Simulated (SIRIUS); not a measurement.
The system is LiH.

```
Li H
1.0
     0.00000    2.03675    2.03675
     2.03675    0.00000    2.03675
     2.03675    2.03675    0.00000
Li H
1 1
Direct
  0.00000 0.00000 0.00000
  0.50000 0.50000 0.50000
```

Base run:

* Program: SIRIUS 7.12.0
* Functional: LDA
* Potentials or basis: PseudoDojo 0.4.1 PBE standard (scalar relativistic)
* Cutoff: 1030 eV
* Density cutoff: 4119 eV
* k mesh: 11 × 11 × 11
* Occupations: fermi-dirac, width 0.05 eV
* Spin: no spin polarisation

Its results: band gap on the k mesh 2.87 eV; pressure -4.0 GPa.

**Question.** The run is repeated on the same cell with these changes: functional from LDA to PBEsol; libxc names from ["XC_LDA_X", "XC_LDA_C_PW"] to ["XC_GGA_X_PBE_SOL", "XC_GGA_C_PBE_SOL"]. What comes out?

**Answer.** Band gap on the k mesh 2.99 eV; pressure -2.2 GPa.

Caveats: the potentials were made for another functional, which shifts forces and pressure; the mesh misses the band edges, which the band path finds closer together.
